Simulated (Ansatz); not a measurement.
The system is Sb.

```
Sb
1.0
     3.35453    0.00000    0.00000
    -1.67727    2.90511    0.00000
     0.00000    0.00000    5.47016
Sb
2
Direct
  0.66667 0.33333 0.75000
  0.33333 0.66667 0.25000
```

This isn't the form of Sb at room conditions, which is rhombohedral.

* Program: Ansatz 0.2.0
* Task: relaxation of cell and atoms
* Functional: PBEsol
* Dispersion: D3(BJ)
* Potentials or basis: Ansatz PAW
* Cutoff: 420 eV (not typed: the program's choice for these potentials)
* k mesh: 9 × 9 × 5
* Occupations: fermi-dirac, width 0.05 eV
* Spin: no spin polarisation

At the start: volume 26.65 Å³/atom.

Task: Where does the relaxation end?

Result: It ends after 6 steps and the volume is 24.72 Å³/atom (-7.3 %); space group P6_3/mmc (No. 194, to 0.05 Å).

The path:
```csv
step,energy change (eV),largest force (eV/Å),volume (Å³)
1,0.0000,0.0000,53.31
2,-0.0426,0.0000,47.43
3,-0.0634,0.0000,49.79
4,-0.0640,0.0000,49.47
5,-0.0641,0.0000,49.44
6,-0.0630,0.0000,49.44
```

Final structure:
```cif
data_structure
_symmetry_space_group_name_H-M 'P 1'
_symmetry_Int_Tables_number 1
_cell_length_a 3.2711
_cell_length_b 3.2711
_cell_length_c 5.3350
_cell_angle_alpha 90.000
_cell_angle_beta 90.000
_cell_angle_gamma 120.000
_cell_volume 49.44
loop_
_atom_site_label
_atom_site_type_symbol
_atom_site_fract_x
_atom_site_fract_y
_atom_site_fract_z
_atom_site_occupancy
Sb1 Sb 0.66667 0.33333 0.75000 1
Sb2 Sb 0.33333 0.66667 0.25000 1
```

Caveat: the plane-wave basis is chosen anew once the cell has moved, so the energies of steps on either side of that aren't comparable; pairwise dispersion overbinds metals, which lowers pressure and volume; the PAW data sets come from PBE, with cores solved anew for the run's functional, which leaves a small shift of forces and pressure.
